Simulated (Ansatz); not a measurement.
## ZrO2 in the fluorite structure: what the numbers say

**The experiment.** The Crystallography Open Database holds a cell as deposited of cubic ZrO2 (space group Fm-3m), temperature not stated (1971): a = 5.090 Å, 10.99 Å³/atom.

Method: r²SCAN, scalar-relativistic; no spin polarisation; PAW, 500 eV, 8×8×8 k-mesh, Gaussian smearing of 0.05 eV; code Ansatz. The datasets are Ansatz's generated set soft_2.

The start was a prototype's sites filled with these elements; the Crystallography Open Database holds the compound in this structure.

The relaxed structure (symmetry read at 0.01 Å). It takes space group Fm-3m (No. 225, cubic). The conventional cell has a = 5.089 Å, b = 5.089 Å, c = 5.089 Å, α = 90.00°, β = 90.00°, γ = 90.00°. Zr (site symmetry m-3m) is surrounded by 8 O at 2.20 Å. Around O (site symmetry -43m) lie 4 Zr at 2.20 Å. (Shells end 15 % past the nearest neighbour.)

Results at this level of theory:

```
Volume                                                : 10.98 Å³/atom
Band gap                                              : 3.89 eV
Smallest direct gap                                   : 4.29 eV
Bader charges                                         : Zr 2.72; O -1.36 e
Formation energy from the elements (0 K, uncorrected) : -3.69 eV/atom
Bulk modulus (Birch–Murnaghan)                        : 257 GPa
Pressure derivative B0′                               : 4.2
Shear modulus (Hill)                                  : 116 GPa
Young's modulus                                       : 302 GPa
Poisson's ratio                                       : 0.30
Elastically stable                                    : yes
```

Formal charges Zr⁴⁺, O²⁻ balance and leave closed shells on every ion, so a band insulator is expected, and the gap is 3.89 eV.

It is indirect: 3.89 eV, against 4.29 eV for the smallest direct gap. Within 0.6 eV of the edges the projected states are 97 % O 2p at the top of the valence band and 93 % Zr 4d at the bottom of the conduction band. The lowest excitation takes an electron from O back to Zr, as in ionic insulators.

Shannon's ionic radii give a check on the bond lengths: Zr⁴⁺ with 8 neighbours 0.84 Å + O²⁻ 1.38 Å = 2.22 Å against a computed mean of 2.20 Å. Sums and bonds agree within 3 %, so ion sizes set the bond lengths.

**Question.** How ionic is it?

**Answer.** Bader charges against formal ones: Zr +2.72 (+4), O −1.36 (−2). The cations give up 68 % of the formal charge; Bader charges stay under formal ones because the anions' density reaches into the cations' basins.

**Question.** How stiff is it, in energy terms?

**Answer.** B0·V0 = 257.1 GPa × 10.99 Å³ = 17.63 eV/atom sets the scale: near the minimum ΔE ≈ ½ B0 V0 x², with x = V/V0 − 1, and a pressure of 2.6 GPa squeezes the volume by about 1 %. At the ends of the curve: x = −4.0 % predicts 14.1 meV/atom and the run gives 15.1; x = +7.0 % predicts 43.1 meV/atom and the run gives 38.4. Compression costs more and expansion less than the parabola says, since the crystal stiffens as it shrinks; B0′ measures that.

**Question.** Which Debye temperature follows from the elastic moduli?

**Answer.** K = 257 GPa and G = 116 GPa (Hill). With a density of 6.209 g/cm³ (mean mass 41.1 u, 10.98 Å³/atom), K = 257.1 and G = 115.7 GPa from the unrounded constants, v_l = √((K + 4G/3)/ρ) = 8140 m/s and v_t = √(G/ρ) = 4320 m/s. The mean [(1/v_l³ + 2/v_t³)/3]^(−1/3) is 4820 m/s, and θ_D = (ħ/k_B)(6π²/V)^(1/3) v_m ≈ 650 K, with V the volume an atom.

**Against experiment.** r²SCAN gives 5.089 Å and 10.98 Å³/atom, −0.0 % in volume (−0.0 % in length) from the database's cell. Agreement this close is partly luck: the calculation is for a static lattice, the crystal has zero-point motion and thermal expansion.

Semilocal functionals underestimate band gaps, commonly by a third or more.
